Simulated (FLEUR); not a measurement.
A run of FLEUR MaX-R8.1 (later development tree) is set up as follows.

The input inp.xml:

```xml
<?xml version="1.0" encoding="UTF-8" standalone="no"?>
<fleurInput fleurInputVersion="0.39">
   <comment>
      MnS                                                                                                 
   </comment>
   <calculationSetup>
      <cutoffs Kmax="4.58" Gmax="14.2" GmaxXC="14.2" numbands="0"/>
      <scfLoop itmax="60" minDistance="0.00001" maxIterBroyd="15" imix="Anderson" alpha="0.05" precondParam="0.0" spinf="2.0" sdNocoIR="T"/>
      <coreElectrons ctail="T" frcor="F" kcrel="0" coretail_lmax="0"/>
      <xcFunctional name="PBEs" relativisticCorrections="F"/>
      <magnetism jspins="2"/>
      <soc l_soc="F" theta="0.0" phi="0.0" spav="F"/>
      <expertModes spex="0" secvar="F"/>
      <geometryOptimization l_f="F" forcealpha="1.0" forcemix="BFGS" epsdisp="0.00001" epsforce="0.00001"/>
      <ldaU l_linMix="F" mixParam="0.05" spinf="1.0"/>
   </calculationSetup>
   <cell>
      <bzIntegration valenceElectrons="21.0" mode="hist" fermiSmearingEnergy="0.00183747">
         <kPointListSelection listName="default-1"/>
         <!-- k-points included here -->
         <xi:include xmlns:xi="http://www.w3.org/2001/XInclude" href="kpts.xml"> </xi:include>
      </bzIntegration>
      <!-- symmetry operations included here -->
      <xi:include xmlns:xi="http://www.w3.org/2001/XInclude" href="sym.xml"> </xi:include>
      <bulkLattice scale="1.0">
         <bravaisMatrix>
            <row-1>    0.0000000000000000     4.9217916915206992     4.9217916915206992</row-1>
            <row-2>    4.9217916915206992     0.0000000000000000     4.9217916915206992</row-2>
            <row-3>    4.9217916915206992     4.9217916915206992     0.0000000000000000</row-3>
         </bravaisMatrix>
      </bulkLattice>
   </cell>
   <atomSpecies>
      <species name="Manganese 4.000" element="Mn" atomicNumber="25">
         <mtSphere radius="2.42" gridPoints="801" logIncrement="0.015"/>
         <atomicCutoffs lmax="10" lnonsphr="8"/>
         <electronConfig flipSpins="F">
            <coreConfig>(1s1/2) (2s1/2) (2p1/2) (2p3/2)</coreConfig>
            <valenceConfig>(3s1/2) (3p1/2) (3p3/2) (4s1/2) (3d3/2) (3d5/2)</valenceConfig>
            <stateOccupation state="(3d3/2)" spinUp="1.5" spinDown="0.5"/>
            <stateOccupation state="(3d5/2)" spinUp="3.0" spinDown="0.0"/>
         </electronConfig>
         <energyParameters s="4" p="4" d="3" f="4"/>
         <lo type="SCLO" l="0" n="3" eDeriv="0"/>
         <lo type="SCLO" l="1" n="3" eDeriv="0"/>
         <lo type="SCLO" l="1" n="3" eDeriv="1"/>
         <lo type="SCLO" l="2" n="3" eDeriv="2"/>
         <lo type="SCLO" l="3" n="4" eDeriv="2"/>
      </species>
      <species name="Sulfur (S)" element="S" atomicNumber="16">
         <mtSphere radius="2.14" gridPoints="707" logIncrement="0.016"/>
         <atomicCutoffs lmax="9" lnonsphr="7"/>
         <electronConfig flipSpins="F">
            <coreConfig>(1s1/2) (2s1/2) (2p1/2) (2p3/2)</coreConfig>
            <valenceConfig>(3s1/2) (3p1/2) (3p3/2)</valenceConfig>
            <stateOccupation state="(3p1/2)" spinUp="0.666667" spinDown="0.666667"/>
            <stateOccupation state="(3p3/2)" spinUp="1.333333" spinDown="1.333333"/>
         </electronConfig>
         <energyParameters s="3" p="3" d="3" f="4"/>
         <lo type="SCLO" l="0" n="3" eDeriv="2"/>
         <lo type="SCLO" l="1" n="3" eDeriv="2"/>
         <lo type="SCLO" l="2" n="3" eDeriv="2"/>
         <lo type="SCLO" l="3" n="4" eDeriv="2"/>
      </species>
   </atomSpecies>
   <atomGroups>
      <atomGroup species="Manganese 4.000">
         <relPos label="                   1">.0000000000 .0000000000 .0000000000</relPos>
         <force calculate="T" relaxXYZ="TTT"/>
      </atomGroup>
      <atomGroup species="Sulfur (S)">
         <relPos label="                   2">1.000/2.000 1.000/2.000 1.000/2.000</relPos>
         <force calculate="T" relaxXYZ="TTT"/>
      </atomGroup>
   </atomGroups>
   <output dos="F" band="F" slice="F">
      <checks vchk="F" cdinf="F"/>
      <bandDOS minEnergy="-.5*Htr" maxEnergy="0.5*Htr" sigma="0.015" storeEVData="T"/>
      <vacuumDOS vacdos="F" integ="F" star="F" nstars="0" locx1="0.0" locy1="0.0" locx2="0.0" locy2="0.0" nstm="0" tworkf="0.0"/>
      <unfoldingBand unfoldBand="F" supercellX="1" supercellY="1" supercellZ="1"/>
      <plotting iplot="0" polar="F">
         <plot TwoD="T" vec1="  1.0  0.0  0.0" vec2="  0.0  1.0  0.0" vec3="  0.0  0.0  1.0" zero="  0.0  0.0  0.0" file="plot"/>
      </plotting>
      <chargeDensitySlicing numkpt="0" minEigenval="0.0" maxEigenval="0.0" nnne="0" pallst="F"/>
      <specialOutput eonly="F"/>
      <moessbauerParams electricFieldGradient="T" isomerShift="T" coreHyperfine="T" valenceHyperfine="T"/>
      <magneticCircularDichroism mcd="F" energyLo="-10.0" energyUp="0.0"/>
   </output>
  <!-- We include the file relax.xml here to enable relaxations (see documentation) -->
  <xi:include xmlns:xi="http://www.w3.org/2001/XInclude" href="relax.xml"> <xi:fallback/> </xi:include>
</fleurInput>
```

File crystal.txt:

```
MnS
&input cartesian=F /
0.0000000000  2.6045000000  2.6045000000
2.6045000000  0.0000000000  2.6045000000
2.6045000000  2.6045000000  0.0000000000
1.8897261246
1.0 1.0 1.0

2
25 0.0000000000  0.0000000000  0.0000000000 : 4.000
16 0.5000000000  0.5000000000  0.5000000000

&kpt div1=9 div2=9 div3=9 gamma=T /
```

Contents of inp.xml (bands):

```
<?xml version="1.0" encoding="UTF-8" standalone="no"?>
<fleurInput fleurInputVersion="0.39">
   <comment>
      MnS                                                                                                 
   </comment>
   <calculationSetup>
      <cutoffs Kmax="4.58" Gmax="14.2" GmaxXC="14.2" numbands="0"/>
      <scfLoop itmax="60" minDistance="0.00001" maxIterBroyd="15" imix="Anderson" alpha="0.05" precondParam="0.0" spinf="2.0" sdNocoIR="T"/>
      <coreElectrons ctail="T" frcor="F" kcrel="0" coretail_lmax="0"/>
      <xcFunctional name="PBEs" relativisticCorrections="F"/>
      <magnetism jspins="2"/>
      <soc l_soc="F" theta="0.0" phi="0.0" spav="F"/>
      <expertModes spex="0" secvar="F"/>
      <geometryOptimization l_f="F" forcealpha="1.0" forcemix="BFGS" epsdisp="0.00001" epsforce="0.00001"/>
      <ldaU l_linMix="F" mixParam="0.05" spinf="1.0"/>
   </calculationSetup>
   <cell>
      <bzIntegration valenceElectrons="21.0" mode="hist" fermiSmearingEnergy="0.00183747">
         <kPointListSelection listName="path-1"/>
         <!-- k-points included here -->
         <xi:include xmlns:xi="http://www.w3.org/2001/XInclude" href="kpts.xml"> </xi:include>
      </bzIntegration>
      <!-- symmetry operations included here -->
      <xi:include xmlns:xi="http://www.w3.org/2001/XInclude" href="sym.xml"> </xi:include>
      <bulkLattice scale="1.0">
         <bravaisMatrix>
            <row-1>    0.0000000000000000     4.9217916915206992     4.9217916915206992</row-1>
            <row-2>    4.9217916915206992     0.0000000000000000     4.9217916915206992</row-2>
            <row-3>    4.9217916915206992     4.9217916915206992     0.0000000000000000</row-3>
         </bravaisMatrix>
      </bulkLattice>
   </cell>
   <atomSpecies>
      <species name="Manganese 4.000" element="Mn" atomicNumber="25">
         <mtSphere radius="2.42" gridPoints="801" logIncrement="0.015"/>
         <atomicCutoffs lmax="10" lnonsphr="8"/>
         <electronConfig flipSpins="F">
            <coreConfig>(1s1/2) (2s1/2) (2p1/2) (2p3/2)</coreConfig>
            <valenceConfig>(3s1/2) (3p1/2) (3p3/2) (4s1/2) (3d3/2) (3d5/2)</valenceConfig>
            <stateOccupation state="(3d3/2)" spinUp="1.5" spinDown="0.5"/>
            <stateOccupation state="(3d5/2)" spinUp="3.0" spinDown="0.0"/>
         </electronConfig>
         <energyParameters s="4" p="4" d="3" f="4"/>
         <lo type="SCLO" l="0" n="3" eDeriv="0"/>
         <lo type="SCLO" l="1" n="3" eDeriv="0"/>
         <lo type="SCLO" l="1" n="3" eDeriv="1"/>
         <lo type="SCLO" l="2" n="3" eDeriv="2"/>
         <lo type="SCLO" l="3" n="4" eDeriv="2"/>
      </species>
      <species name="Sulfur (S)" element="S" atomicNumber="16">
         <mtSphere radius="2.14" gridPoints="707" logIncrement="0.016"/>
         <atomicCutoffs lmax="9" lnonsphr="7"/>
         <electronConfig flipSpins="F">
            <coreConfig>(1s1/2) (2s1/2) (2p1/2) (2p3/2)</coreConfig>
            <valenceConfig>(3s1/2) (3p1/2) (3p3/2)</valenceConfig>
            <stateOccupation state="(3p1/2)" spinUp="0.666667" spinDown="0.666667"/>
            <stateOccupation state="(3p3/2)" spinUp="1.333333" spinDown="1.333333"/>
         </electronConfig>
         <energyParameters s="3" p="3" d="3" f="4"/>
         <lo type="SCLO" l="0" n="3" eDeriv="2"/>
         <lo type="SCLO" l="1" n="3" eDeriv="2"/>
         <lo type="SCLO" l="2" n="3" eDeriv="2"/>
         <lo type="SCLO" l="3" n="4" eDeriv="2"/>
      </species>
   </atomSpecies>
   <atomGroups>
      <atomGroup species="Manganese 4.000">
         <relPos label="                   1">.0000000000 .0000000000 .0000000000</relPos>
         <force calculate="T" relaxXYZ="TTT"/>
      </atomGroup>
      <atomGroup species="Sulfur (S)">
         <relPos label="                   2">1.000/2.000 1.000/2.000 1.000/2.000</relPos>
         <force calculate="T" relaxXYZ="TTT"/>
      </atomGroup>
   </atomGroups>
   <output dos="F" band="T" slice="F">
      <checks vchk="F" cdinf="F"/>
      <bandDOS minEnergy="-.5*Htr" maxEnergy="0.5*Htr" sigma="0.015" storeEVData="T"/>
      <vacuumDOS vacdos="F" integ="F" star="F" nstars="0" locx1="0.0" locy1="0.0" locx2="0.0" locy2="0.0" nstm="0" tworkf="0.0"/>
      <unfoldingBand unfoldBand="F" supercellX="1" supercellY="1" supercellZ="1"/>
      <plotting iplot="0" polar="F">
         <plot TwoD="T" vec1="  1.0  0.0  0.0" vec2="  0.0  1.0  0.0" vec3="  0.0  0.0  1.0" zero="  0.0  0.0  0.0" file="plot"/>
      </plotting>
      <chargeDensitySlicing numkpt="0" minEigenval="0.0" maxEigenval="0.0" nnne="0" pallst="F"/>
      <specialOutput eonly="F"/>
      <moessbauerParams electricFieldGradient="T" isomerShift="T" coreHyperfine="T" valenceHyperfine="T"/>
      <magneticCircularDichroism mcd="F" energyLo="-10.0" energyUp="0.0"/>
   </output>
  <!-- We include the file relax.xml here to enable relaxations (see documentation) -->
  <xi:include xmlns:xi="http://www.w3.org/2001/XInclude" href="relax.xml"> <xi:fallback/> </xi:include>
</fleurInput>
```

Potentials or basis: all-electron, FLAPW.

Command:

```sh
$ inpgen -f crystal.txt -profile fastHighL
$ # inp.xml edited to the form shown
$ fleur_MPI
$ fleur_MPI   # second run, on inp.xml (bands)
```

Problem. Predict the net moment.

Solution. 4.69 μB per cell.

Problem. Estimate the band gap along the path.

Solution. None (metal or under the smearing width).

Levels at the corners of the path, in eV from the Fermi level:
Spin up:
```
point  band 9  band 10  band 11  band 12  band 13  band 14  band 15  band 16  band 17
    Γ   -3.25    -3.25    -1.87    -1.87    -1.87     1.61     8.44     8.44     8.44
    X   -3.50    -3.00    -2.67    -2.67    -2.20     0.76     5.35    10.03    11.82
    W   -2.67    -2.63    -2.63    -2.39    -2.04     4.07     6.53     7.02     7.02
    K   -3.07    -2.75    -2.49    -2.19    -1.38     2.43     6.09     8.31     8.78
    Γ   -3.25    -3.25    -1.87    -1.87    -1.87     1.61     8.44     8.44     8.44
    L   -2.81    -2.81    -2.44     0.44     0.44     2.68     5.25     5.25     8.45
    U   -3.07    -2.75    -2.49    -2.19    -1.38     2.43     6.09     8.31     8.78
    W   -2.67    -2.63    -2.63    -2.39    -2.04     4.07     6.53     7.02     7.02
    L   -2.81    -2.81    -2.44     0.44     0.44     2.68     5.25     5.25     8.45
    K   -3.07    -2.75    -2.49    -2.19    -1.38     2.43     6.09     8.31     8.78
    U   -3.07    -2.75    -2.49    -2.19    -1.38     2.43     6.09     8.31     8.78
    X   -3.50    -3.00    -2.67    -2.67    -2.20     0.76     5.35    10.03    11.82
```
Spin down:
```
point  band 6  band 7  band 8  band 9  band 10  band 11
    Γ   -1.63   -1.63   -1.63    0.28     0.28     0.28
    X   -5.57   -3.16   -3.16   -0.85     0.79     1.51
    W   -4.76   -4.76   -4.15    0.99     0.99     1.20
    K   -5.16   -4.78   -3.33    0.24     1.38     1.49
    Γ   -1.63   -1.63   -1.63    0.28     0.28     0.28
    L   -6.40   -3.34   -3.34    1.27     1.27     1.45
    U   -5.16   -4.78   -3.33    0.24     1.38     1.49
    W   -4.76   -4.76   -4.15    0.99     0.99     1.20
    L   -6.40   -3.34   -3.34    1.27     1.27     1.45
    K   -5.16   -4.78   -3.33    0.24     1.38     1.49
    U   -5.16   -4.78   -3.33    0.24     1.38     1.49
    X   -5.57   -3.16   -3.16   -0.85     0.79     1.51
```

Caveat: a cell with one magnetic atom can't hold antiferromagnetic order, which such compounds often take; semilocal functionals often make such compounds metallic where correlation or magnetic order opens a gap, which also shifts bond lengths.
